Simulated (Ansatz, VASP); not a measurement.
# MgS in VASP and in Ansatz

```
Mg S
1.0
     0.00000    2.88749    2.74847
     2.88749    0.00000    2.74847
     2.88749    2.88749    0.00000
Mg S
1 1
Cartesian
  0.0000 0.0000 0.0000
  1.4437 1.4437 1.3742
```

Change from the starting cell: epitaxial_xy strain +2.0%.

Alike in both runs: task single point; functional r2SCAN; k mesh 8 × 8 × 8; no spin polarisation.

|  | VASP | Ansatz |
| --- | --- | --- |
| version | VASP 6.6.1 | Ansatz 0.2.0 |
| potentials or method | VASP PAW PBE potentials, release 64 (Mg, S) | plane waves, PAW |
| plane-wave cutoff (eV) | 520 | 500 |
| occupations | gaussian, width 0.01 eV | fixed |
| valence electrons in the cell | 8 | 16 |

|  | VASP | Ansatz | Ansatz less VASP |
| --- | --- | --- | --- |
| gap on the k mesh at the Fermi level (eV) | 3.99 | 4.00 | +0.013 |
| pressure (GPa) | -0.9 | -0.7 | +0.28 |
| largest component of the traceless stress (GPa) | 0.68 | 0.66 | -0.021 |

The two sets of potentials don't hold the same shells in valence.

Caveats: the PAW data sets were made with another functional, which shifts forces and pressure a little (VASP). A k mesh can miss the band edges.
